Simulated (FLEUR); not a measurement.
The system is NaCl.

```
Cl Na
1.0
     3.50219    0.00000    0.00000
     0.00000    3.50219    0.00000
     0.00000    0.00000    3.50219
Cl Na
1 1
Direct
  0.50000 0.50000 0.50000
  0.00000 0.00000 0.00000
```

Measurements of this composition are mostly on another form, of space group No. 225.

Base run:

| Item | Value |
| --- | --- |
| Program | FLEUR MaX-R8.1 (later development tree) |
| Functional | PBE |
| Potentials or basis | all-electron |
| Basis | FLAPW |
| Kmax | 4.1 1/bohr |
| k mesh | 8 × 8 × 8 |
| Occupations | fermi-dirac, width 0.05 eV |
| Spin | no spin polarisation |

Its results: band gap on the k mesh 3.98 eV, indirect (least direct gap 4.47 eV).

Question: The run is repeated on the same cell with these changes: functional from PBE to r2SCAN; muffin-tin radii from Cl 2.57, Na 2.57 bohr to Cl 2.65, Na 2.65 bohr. What comes out?

Answer: Band gap on the k mesh 4.73 eV, indirect (least direct gap 5.24 eV).

Caveats: the meta-GGA is that of a development version, with a GGA for the radial functions and cores and without core tails (some runs).
